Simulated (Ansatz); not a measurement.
The system is MgTe.

```
CELL_PARAMETERS angstrom
0.00000 3.23200 3.23200
3.23200 0.00000 3.23200
3.23200 3.23200 0.00000
ATOMIC_POSITIONS crystal
Te 0.25000 0.25000 0.25000
Mg 0.00000 0.00000 0.00000
```

The cell comes from a database or a generator and needn't be the stable form of this composition.

- Program: Ansatz 0.2.0
- Task: relaxation of cell and atoms
- Functional: BLYP
- Dispersion: D3(BJ)
- Potentials or basis: Ansatz PAW
- Cutoff: 420 eV (not typed: the program's choice for these potentials)
- k mesh: 7 × 7 × 7
- Occupations: fermi-dirac, width 0.05 eV
- Spin: no spin polarisation

At the start: volume 33.76 Å³/atom.

**Question.** Where does the relaxation end?

**Answer.** It ends after 5 steps and the volume is 32.00 Å³/atom (-5.2 %); space group F-43m (No. 216, to 0.05 Å).

Step by step:
```tsv
step	energy change (eV)	largest force (eV/Å)	volume (Å³)
1	0.0000	0.0000	67.52
2	-0.0207	0.0000	63.08
3	-0.0222	0.0000	64.08
4	-0.0222	0.0000	64.00
5	-0.0219	0.0000	64.00
```

Final structure:
```cif
data_structure
_symmetry_space_group_name_H-M 'P 1'
_symmetry_Int_Tables_number 1
_cell_length_a 4.4898
_cell_length_b 4.4898
_cell_length_c 4.4898
_cell_angle_alpha 60.000
_cell_angle_beta 60.000
_cell_angle_gamma 60.000
_cell_volume 64.00
loop_
_atom_site_label
_atom_site_type_symbol
_atom_site_fract_x
_atom_site_fract_y
_atom_site_fract_z
_atom_site_occupancy
Te1 Te 0.25000 0.25000 0.25000 1
Mg1 Mg 0.00000 0.00000 0.00000 1
```

Caveat: the plane-wave basis is chosen anew once the cell has moved, so the energies of steps on either side of that aren't comparable; the PAW data sets come from PBE, with cores solved anew for the run's functional, which leaves a small shift of forces and pressure.
